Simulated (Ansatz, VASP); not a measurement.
**Two plane-wave programs on Y**

```
CELL_PARAMETERS angstrom
-1.98625 1.98625 1.98625
1.98625 -1.98625 1.98625
1.98625 1.98625 -1.98625
ATOMIC_POSITIONS crystal
Y 0.00000 0.00000 0.00000
```

Alike in both runs: functional PBEsol; k mesh 14 × 14 × 14; occupations gaussian, width 0.1 eV; no spin polarisation.

Ansatz relaxed the structure, and its values are those at the end. VASP's run is a single point on that final structure, the one shown.

|  | VASP | Ansatz |
| --- | --- | --- |
| version | VASP 6.6.1 | Ansatz 0.2.0 |
| potentials or method | VASP PAW PBE potentials, release 64 (Y_sv) | scalar-relativistic, plane waves, PAW |
| plane-wave cutoff (eV) | 520 | 420 |
| valence electrons in the cell | 11 | 11 |

```tsv
	VASP	Ansatz	Ansatz less VASP
gap on the k mesh at the Fermi level (eV)	none	none	-
pressure (GPa)	-0.1	0.0	+0.12
```

A gap of «none» marks a metal or a gap that the smearing closes.

Caveats: the PAW data sets were made with another functional, which shifts forces and pressure a little (VASP).
